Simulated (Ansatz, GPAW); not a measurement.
This is a calculation of Ru (Ruthenium) for Ansatz 0.2.0. 

Contents of input.yaml:

```yaml
crystal:
  lattice:
    - [2.7058, 0.0, 0.0]
    - [-1.3529, 2.3432915376, 0.0]
    - [0.0, 0.0, 4.2819]
  atoms:
    - { symbol: Ru, position: [0.6666666667, 0.3333333333, 0.75] }
    - { symbol: Ru, position: [0.3333333333, 0.6666666667, 0.25] }
kpoints:
  mp_grid: { grid: [11, 11, 6] }
scf:
  occupations: { method: gaussian, width: 0.024 }
hamiltonian:
  xc: pbe
  pseudopotentials: { kind: all_electron, lapw: { basis_error: 0.001 } }
output:
  forces: true
  stress: true
  eigenvalues: true
```

Potentials or basis: all-electron LAPW, scalar-relativistic.

Launch:

```bash
$ ansatz run input.yaml --threads 1 --pin off --max-ram 3072MiB --backend cpu --events-out ev --progress --plain --runs-dir out
```

Task: What does the same run look like in GPAW 26.7.0 (ASE script)? Potentials or basis there: GPAW PAW data sets (gpaw-data 1.2.1), cutoff 600 eV.

Result: As run (cutoffs and basis follow the program's own potentials, and thresholds, step limits or extra output files can differ):

The input run.py:

```python
from ase import Atoms
from ase.dft.bandgap import bandgap
from ase.io import write
from ase.units import Bohr, GPa
from gpaw import GPAW, PW
from gpaw.elf import elf_from_dft_calculation

atoms = Atoms(['Ru', 'Ru'],
              cell=[[2.7058, 0.0, 0.0],
                    [-1.3529, 2.3432915376, 0.0],
                    [0.0, 0.0, 4.2819]],
              scaled_positions=[[0.6666666667, 0.3333333333, 0.75],
                                [0.3333333333, 0.6666666667, 0.25]],
              pbc=True)

calc = GPAW(mode=PW(600),
            xc='PBE',
            kpts={'size': (11, 11, 6), 'gamma': True},
            occupations={'name': 'methfessel-paxton', 'order': 0, 'width': 0.024},
            nbands=29,
            convergence={'density': 1e-05, 'energy': 1e-05},
            maxiter=150,
            txt='gpaw.txt')
atoms.calc = calc
energy = atoms.get_potential_energy()
forces = atoms.get_forces()
stress = atoms.get_stress()
calc.write('gs.gpw')
write('result.traj', atoms)
print(f'Energy: {energy:.6f} eV')
print('Forces (eV/A):')
print(forces.round(4))
print('Stress (GPa):', (stress / GPa).round(3))
print('Fermi level:', round(calc.get_fermi_level(), 4), 'eV')
print(f'Gap: {bandgap(calc)[0]:.4f} eV, direct: {bandgap(calc, direct=True)[0]:.4f} eV')

# fields on the real-space grid
write('density.cube', atoms, data=calc.get_pseudo_density() * Bohr**3)
write('potential.cube', atoms, data=calc.get_electrostatic_potential())
write('elf.cube', atoms, data=elf_from_dft_calculation(calc).data)
```

Potentials or basis: GPAW PAW data sets (gpaw-data 1.2.1), pw.

The run is started by

```console
$ OMP_NUM_THREADS=1 python run.py
```

Both were run:

|  | Ansatz | GPAW |
| --- | --- | --- |
| Pressure | 4.4 GPa | 3.6 GPa |

Where Ansatz's input types no cutoff or centring, it takes its own default and a Γ-centred mesh.

Pressure is positive in compression.
